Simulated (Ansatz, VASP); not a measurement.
# Si54BN71 (B_N): VASP beside Ansatz, part 3 of 3

Aim: how closely do two programs agree when they are given the same cell, functional and k mesh? Of the first pair: The structure shown is the start of the Ansatz relaxation below; VASP solves that cell, so the two are compared at the walk's first step.

VASP 6.6.1 and Ansatz 0.2.0.

So far. Step 3 (VASP: single point, PBEsol, start cell, pair 1): The run ends at a pressure of 3.05 GPa, with forces up to 5.9 eV/Å.

### Step 6. VASP: single point, PBEsol, relaxed cell, pair 2

Level of this step: PBEsol; plane waves and PAW (Si, N, B) (VASP).

The same cell, functional and mesh now go to VASP, with its own data sets.

Contents of INCAR:

```
SYSTEM = Si54BN71
PREC = Accurate
ENCUT = 520
EDIFF = 1E-06
NELM = 120
ISMEAR = 0
SIGMA = 0.01
LREAL = Auto
ALGO = Normal
GGA = PS
NBANDS = 384
LORBIT = 11
LWAVE = .FALSE.
LCHARG = .FALSE.
ISIF = 2
ISYM = 0
LASPH = .TRUE.
GGA_COMPAT = .FALSE.
EFERMI = MIDGAP
NCORE = 4
```

Contents of POSCAR:

```
Si54BN71
1.0
   11.4366858800      6.6029736700      0.0000000000
  -11.4366858800      6.6029736700      0.0000000000
    0.0000000000      0.0000000000      8.7307673300
Si N B
54 71 1
Direct
    0.0205961330      0.8067692593      0.2490276494
    0.3539385088      0.4720250524      0.2493913954
[... 9 atom lines left out ...]
    0.8626399650      0.5469255031      0.2483259477
[... 1 atom line left out ...]
    0.4552552447      0.3139117796      0.2497614528
[... 2 atom lines left out ...]
    0.6494034694      0.5271743584      0.0826778125
[... 2 atom lines left out ...]
    0.3507184916      0.4704060366      0.5826655622
    0.6857709127      0.1400353442      0.5826750259
[... 1 atom line left out ...]
    0.5468877626      0.6867187761      0.4155791488
[... 2 atom lines left out ...]
    0.4718874992      0.1174624928      0.4153570739
    0.8090308275      0.7906687160      0.4151746197
    0.1852591147      0.2069830985      0.5826739995
[... 1 atom line left out ...]
    0.8601915752      0.5472602319      0.5826774409
[... 1 atom line left out ...]
    0.4372274201      0.3010613361      0.5826863214
[... 2 atom lines left out ...]
    0.6512598528      0.5323548243      0.4052793573
[... 2 atom lines left out ...]
    0.3539398895      0.4720185254      0.9159555000
[... 2 atom lines left out ...]
    0.5468845896      0.6867157877      0.7497400460
    0.8795081417      0.3531777997      0.7491944059
[... 1 atom line left out ...]
    0.4718834056      0.1174648372      0.7499772159
    0.8090306735      0.7906698361      0.7501519333
[... 2 atom lines left out ...]
    0.8626342011      0.5469207154      0.9170306663
[... 1 atom line left out ...]
    0.4552423996      0.3139010244      0.9156025860
[... 2 atom lines left out ...]
    0.6512663669      0.5323628981      0.7600848179
[... 2 atom lines left out ...]
    0.3335713235      0.3322622398      0.2501011569
[... 3 atom lines left out ...]
    0.6678694221      0.6670733747      0.0826479202
[... 7 atom lines left out ...]
    0.4566256539      0.2426179366      0.0826792084
[... 6 atom lines left out ...]
    0.7896370776      0.5458941538      0.0826787960
[... 1 atom line left out ...]
    0.5781034467      0.4529443409      0.2437722808
[... 1 atom line left out ...]
    0.0003421219      0.6667976287      0.5826976533
    0.3221758538      0.3276566744      0.5826948237
[... 3 atom lines left out ...]
    0.6693766379      0.6720239424      0.4091458962
    0.2137742606      0.4584063906      0.5826653051
    0.5460148534      0.1221126827      0.5826704515
    0.8808628036      0.7912737165      0.5826672960
[... 1 atom line left out ...]
    0.4262489882      0.5443832921      0.4176964018
[... 2 atom lines left out ...]
    0.4498505858      0.2361335311      0.4138685119
[... 1 atom line left out ...]
    0.2093974743      0.0888345398      0.5826652049
    0.5431085719      0.7564328586      0.5826668156
    0.8761410141      0.4238927018      0.5826696239
[... 2 atom lines left out ...]
    0.7895749762      0.5456489988      0.4137818930
[... 3 atom lines left out ...]
    0.3335597260      0.3322550625      0.9153029786
[... 3 atom lines left out ...]
    0.6693682860      0.6720217978      0.7561440045
[... 4 atom lines left out ...]
    0.4262695541      0.5443586821      0.7476397358
[... 2 atom lines left out ...]
    0.4497753786      0.2360827898      0.7515027413
[... 6 atom lines left out ...]
    0.7895859816      0.5456906621      0.7515781927
[... 1 atom line left out ...]
    0.5781027428      0.4529297840      0.9215836080
[... 1 atom line left out ...]
    0.5688004415      0.4537020674      0.5826921160
```

Contents of KPOINTS:

```
Points of the shifted mesh
1
Reciprocal
 0.2500000000  0.2500000000  0.2500000000 1
```

PAW data sets: Si, N and B (PBE family, release 64).

The run is started by

```
> mpirun -np 16 vasp_std
```

Numbers of over 12 decimals in the logs are rounded to 6 here.

What it wrote:

```text
[banner, memory and clock lines left out]
running   16 mpi-ranks, on    1 nodes
[...]
[... a notice as in an earlier step ...]

 LDA part: xc-table for (Slater+PW92), standard interpolation
 POSCAR, INCAR and KPOINTS ok, starting setup
[...]
entering main loop
       N       E                     dE             d eps       ncg     rms          rms(c)
DAV:   1     0.266745557814E+04    0.26675E+04   -0.28304E+05   776   0.139E+03
DAV:   2    -0.954206480422E+03   -0.36217E+04   -0.34733E+04   944   0.298E+02
DAV:   3    -0.121252394598E+04   -0.25832E+03   -0.25618E+03   936   0.813E+01
DAV:   4    -0.121818749841E+04   -0.56636E+01   -0.56387E+01   952   0.124E+01
[...]
DAV:  16    -0.107666231764E+04   -0.15645E-04   -0.16938E-05   928   0.556E-03    0.383E-03
DAV:  17    -0.107666231881E+04   -0.11642E-05   -0.17273E-06   664   0.229E-03    0.190E-03
DAV:  18    -0.107666231905E+04   -0.24251E-06   -0.60092E-07   632   0.124E-03
   1 F= -.10766623E+04 E0= -.10766623E+04  d E =0.000000E+00
```

Parts of OUTCAR (step 6):

```text
  FREE ENERGIE OF THE ION-ELECTRON SYSTEM (eV)
  ---------------------------------------------------
  free  energy   TOTEN  =     -1076.6623190510 eV

  energy  without entropy=    -1076.6623190510  energy(sigma->0) =    -1076.66231905
```

The run ends at a pressure of 1.77 GPa, with forces up to 0.017 eV/Å.

### Step 7. Differences

Compared:

```
              quantity  Ansatz   VASP  difference
gap on the k mesh (eV)   1.652  1.651      +0.001
```

At this near-relaxed geometry the largest component of a force difference is 9 meV/Å. A gap on the mesh is an upper bound, since the band edges may lie between its points.

### Step 8. What came out

```yaml
r_m_s_force_difference_single_point_pbesol_start_cell_pair_1: 0.86 % of the r.m.s. force
difference_in_gap_on_the_k_mesh_single_point_pbesol_relaxed_cell_pair_2: 0.0012 eV
```

**Reading.** The r.m.s. force difference is 0.86 % of the r.m.s. force (single point, PBEsol, start cell, pair 1), within the 3 % picked in this series as the mark of a large difference. VASP runs on this material, other cells of it included, that failed, so that no pair exists: single point, PBEsol (timeout). Such differences can come from data sets, numerical settings and the points named under the comparisons, not from the functional's error against experiment.

[Lines on the potential files, build, host, timing and source positions are cut from VASP's logs without a mark.]

[Logs are printed without paths, hosts, clocks, repeated set-up lines and the standing remarks that a program may print on its own settings, such as how far it seeks lower states.]

[Hosts, paths, dates, database ids (printed as entryN), source tags and the programs' standing remarks are cut or masked in the printed files.]
